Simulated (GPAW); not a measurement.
Ru:

```
Ru
1.0
     2.70580    0.00000    0.00000
    -1.35290    2.34329    0.00000
     0.00000    0.00000    4.28190
Ru
2
Direct
  0.66667 0.33333 0.75000
  0.33333 0.66667 0.25000
```

```yaml
Program: GPAW 26.7.0
Task: relaxation of cell and atoms
Functional: RPBE
Potentials_or_basis: the program's PAW data sets (release 1.2.1) made for this functional
Cutoff: 600 eV
Basis: pw
k_mesh: 11 × 11 × 6
Occupations: fermi-dirac, width 0.05 eV
Spin: no spin polarisation
```

At the start: pressure 8.6 GPa; volume 13.57 Å³/atom.

Q: Where does the relaxation end?

A: Over 4 steps the energy falls by 10.4 meV/atom and the volume is 13.95 Å³/atom (+2.8 %); space group P6_3/mmc (No. 194, to 0.05 Å).

The path:
```csv
step,energy change (eV),largest force (eV/Å),pressure (GPa),volume (Å³)
1,0.0000,0.0001,8.65,27.15
2,-0.0168,0.0000,3.59,27.58
3,-0.0209,0.0000,0.14,27.90
4,-0.0209,0.0000,0.00,27.91
```

Final structure:
```yaml
crystal:
  lattice:
    - [2.73095, 0.00000, 0.00000]
    - [-1.36548, 2.36507, 0.00000]
    - [0.00000, 0.00000, 4.32116]
  atoms:
    - { symbol: Ru, position: [0.66667, 0.33333, 0.75000] }
    - { symbol: Ru, position: [0.33333, 0.66667, 0.25000] }
```

Caveat: later steps reuse the first step's grids.
